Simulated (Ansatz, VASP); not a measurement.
**Two plane-wave programs on CrCuO2**

Contents of INCAR:

```
SYSTEM = CrCuO2
  PREC = Accurate
  ENCUT = 520
  EDIFF = 1E-7
  ISMEAR = -1
  SIGMA = 0.05
  LREAL = .FALSE.
  LASPH = .TRUE.
  NELM = 100
  ALGO = Normal
  ISIF = 2
  LWAVE = .FALSE.
  LCHARG = .FALSE.
  ISPIN = 2
  MAGMOM = 0.6 3 0 0
  LORBIT = 11
  LMAXMIX = 4
  GGA = PS
  NBANDS = 30
```

Contents of KPOINTS:

```
regular mesh
0
G
  10 10 10
  0 0 0
```

File POSCAR:

```
CrCuO2
1.0
    1.4563506678      0.8408244501      5.5836408197
   -1.4563506678      0.8408244501      5.5836408197
    0.0000000000     -1.6816489002      5.5836408197
Cu Cr O
1 1 2
Direct
    0.0000000000      0.0000000000      0.0000000000
    0.5000000000      0.5000000000      0.5000000000
    0.8920800000      0.8920800000      0.8920800000
    0.1079200000      0.1079200000      0.1079200000
```

input.yaml

```yaml
crystal:
  lattice:
    - [1.4563506678, 0.8408244501, 5.5836408197]
    - [-1.4563506678, 0.8408244501, 5.5836408197]
    - [0.0, -1.6816489002, 5.5836408197]
  atoms:
    - { symbol: Cu, position: [0.0, 0.0, 0.0], spin: 0.6 }
    - { symbol: Cr, position: [0.5, 0.5, 0.5], spin: 3.0 }
    - { symbol: O, position: [0.89208, 0.89208, 0.89208] }
    - { symbol: O, position: [0.10792, 0.10792, 0.10792] }
hamiltonian:
  xc: pbesol
  pseudopotentials: { kind: paw }
magnetization:
  spin_polarized: true
kpoints:
  mp_grid: { grid: [10, 10, 10] }
scf:
  occupations: { method: fermi_dirac, width: 0.05 }
output:
  forces: true
  stress: true
  eigenvalues: true
```

Change from the starting cell: volume scaled by 0.94.

Alike in both runs: task single point; functional PBEsol; k mesh 10 × 10 × 10; occupations fermi-dirac, width 0.05 eV; collinear spin, ferromagnetic start.

|  | VASP | Ansatz |
| --- | --- | --- |
| version | VASP 6.6.1 | Ansatz 0.2.0 |
| potentials or method | VASP PAW PBE potentials, release 64 (Cu, Cr_pv, O) | Ansatz PAW |
| plane-wave cutoff (eV) | 520 | 420 |
| valence electrons in the cell | 35 | 45 |

VASP gave:

```
gap on the k mesh at the Fermi level (eV)                     : 0.76
least direct gap on the mesh (eV)                             : 1.06
pressure (GPa)                                                : 9.9
largest component of the traceless stress (GPa)               : 2.08
rms of the force components (eV/Å)                            : 0.044
net moment per atom (μB)                                      : 0.75
size of the moment on the site where the two differ most (μB) : 2.79
```

Problem. What did Ansatz give for the same quantities?

Solution. gap on the k mesh at the Fermi level (eV): 0.75; least direct gap on the mesh (eV): 1.05; pressure (GPa): 9.0; largest component of the traceless stress (GPa): 1.40; rms of the force components (eV/Å): 0.054; net moment per atom (μB): 0.75; size of the moment on the site where the two differ most (μB): 2.33.

Site moments also hang on the region over which each program counts them. Atom by atom the forces differ by 0.011 eV/Å (rms over components). The two sets of potentials don't hold the same shells in valence.

Caveats: only a ferromagnetic start was run, and an antiferromagnetic order may lie lower in energy; the PAW data sets were made with another functional, which shifts forces and pressure a little (VASP); the pressure holds a Pulay correction of +0.7 GPa for the finite cutoff (Ansatz); the PAW data sets come from PBE, with cores solved anew for the run's functional, which leaves a small shift of forces and pressure (Ansatz). A k mesh can miss the band edges.
